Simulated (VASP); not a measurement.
Set up this calculation in VASP 6.6.1, as the native input.

* Task: relaxation of cell and atoms
* Functional: PBEsol
* Potentials or basis: VASP PAW PBE potentials, release 64 (Al, N)
* Cutoff: 600 eV
* k mesh: 9 × 9 × 7
* Occupations: gaussian, width 0.01 eV
* Spin: no spin polarisation
* Target pressure: 20 GPa
* Dipole correction: no
* Further INCAR settings: ALGO = Fast; EDIFF = 1e-06; IBRION = 2; EDIFFG = -0.01; NSW = 70; ISIF = 8
* Target pressure: 20 GPa

The structure of AlN lies in POSCAR:

```
AlN
1.0
    1.8778598178     -2.4412177632      0.0000000000
    1.8778598178      2.4412177632      0.0000000000
    0.0000000000      0.0000000000      3.7557196357
Al N
2 2
Direct
    0.0000000000      0.0000000000      0.0000000000
    0.5722404372      0.4277595628      0.5000000000
    0.0000000000      0.0000000000      0.4920000000
    0.5722404372      0.4277595628      0.9920000000
```

The cell was built by a generator and needn't be a form met in nature.

The input as run:

INCAR

```
SYSTEM = AlN
PREC = Accurate ; ENCUT = 600
EDIFF = 1E-6 ; ISMEAR = 0
SIGMA = 0.01 ; LREAL = .False.
LASPH = .True. ; NELM = 100
ALGO = Fast ; ISIF = 8
LWAVE = .False. ; LCHARG = .False.
GGA = PS ; IBRION = 2
NSW = 70 ; EDIFFG = -0.01
PSTRESS = 200.0
```

KPOINTS

```
regular mesh
0
Gamma
  9 9 7
  0 0 0
```

Potentials or basis: VASP PAW PBE potentials, release 64 (Al, N).

Launch:

```bash
$ cat potpaw_PBE.64/Al/POTCAR potpaw_PBE.64/N/POTCAR > POTCAR
$ mpirun -np 1 vasp_std > vasp.out
```

Results of the run:

The relaxed volume is 8.62 Å³/atom. The relaxed cell is a = 3.082 Å, b = 3.082 Å, c = 3.758 Å, α = 90.00°, β = 90.00°, γ = 104.86°, the space group after relaxing (to 0.05 Å) is Cmcm (No. 63) and the energy change on relaxing (the enthalpy is what falls) is -31.4 meV/atom. The ionic steps are 10 and the pressure after relaxing is 20.1 GPa. The largest force after relaxing is 0.007 eV/Å. The band gap on the k mesh is 4.30 eV, indirect (least direct gap 4.78 eV).

Caveat: the cell is relaxed towards a set pressure, so the enthalpy falls and the energy may rise; the PAW data sets were made with another functional, which shifts forces and pressure a little; an odd mesh through Γ misses points on the zone boundary, where band edges often lie.

It took 5.5 min on 1 thread of Intel(R) Xeon(R) Platinum 8375C CPU @ 2.90GHz (Ice Lake) (shared host), peak memory 0.18 GiB.
